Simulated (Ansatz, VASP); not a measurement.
# Ge in VASP and in Ansatz

```
Ge
1.0
     1.46052   -2.68139    0.00000
     1.46052    2.68139    0.00000
     0.00000    0.00000    2.82462
Ge
1
Direct
  0.50000 0.50000 0.00000
```

Alike in both runs: task single point; functional PBEsol; k mesh 16 × 16 × 16; occupations gaussian, width 0.1 eV; no spin polarisation.

|  | VASP | Ansatz |
| --- | --- | --- |
| version | VASP 6.6.1 | Ansatz 0.2.0 |
| potentials or method | VASP PAW PBE potentials, release 64 (Ge_d) | scalar-relativistic, plane waves, PAW |
| plane-wave cutoff (eV) | 520 | 420 |
| valence electrons in the cell | 14 | 14 |

VASP gave:

- gap on the k mesh at the Fermi level (eV): none
- pressure (GPa): -9.5
- largest component of the traceless stress (GPa): 0.35

Q: Estimate Ansatz's values.

A: gap on the k mesh at the Fermi level (eV): none; pressure (GPa): -9.4; largest component of the traceless stress (GPa): 0.33.

A gap of «none» marks a metal or a gap that the smearing closes.

Caveats: the PAW data sets were made with another functional, which shifts forces and pressure a little (VASP).
